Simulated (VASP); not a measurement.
Write the native input for VASP 6.6.1 that does the following.

```yaml
Task: single point
Functional: PBE
Potentials_or_basis: VASP PAW PBE potentials, release 64 (Se)
Cutoff: 520 eV
k_mesh: 12 × 12 × 6
Occupations: gaussian, width 0.1 eV
Spin: no spin polarisation
Dipole_correction: no
Further_INCAR_settings: ALGO = Fast; EDIFF = 1e-06; NBANDS = 20
```

The structure of Se lies in POSCAR:

```
Se
1.0
    4.4756059188      0.0000000000      0.0000000000
   -2.2378029594      3.8759884230      0.0000000000
    0.0000000000      0.0000000000      7.9593430879
Se
4
Direct
    0.0000000000      0.0000000000      0.2500000000
    0.0000000000      0.0000000000      0.7500000000
    0.3333333333      0.6666666667      0.7500000000
    0.6666666667      0.3333333333      0.2500000000
```

The cell was built by a generator and needn't be a form met in nature.

These files were run (other wordings do the same):

INCAR

```
PREC = Accurate
ENCUT = 520
EDIFF = 1E-6
ISMEAR = 0
SIGMA = 0.1
LREAL = F
LASPH = T
NELM = 100
ALGO = Fast
ISIF = 2
LWAVE = F
LCHARG = F
GGA = PE
NBANDS = 20
```

KPOINTS

```
regular mesh
0
Gamma
  12 12 6
```

Potentials or basis: VASP PAW PBE potentials, release 64 (Se).

Launch:

```sh
$ cat potpaw_PBE.64/Se/POTCAR > POTCAR
$ mpirun -np 1 vasp_std > vasp.out
```

Results of the run:

```yaml
Pressure: 0.0 GPa
Band_gap_on_the_k_mesh: none (metal or under the smearing width)
```

Caveat: this functional lacks dispersion, which binds the layers, so the pressure and a relaxed spacing across them are unreliable.

It took 2.2 min on 1 thread of Intel(R) Xeon(R) Platinum 8488C (Sapphire Rapids) (shared host), peak memory 0.35 GiB.
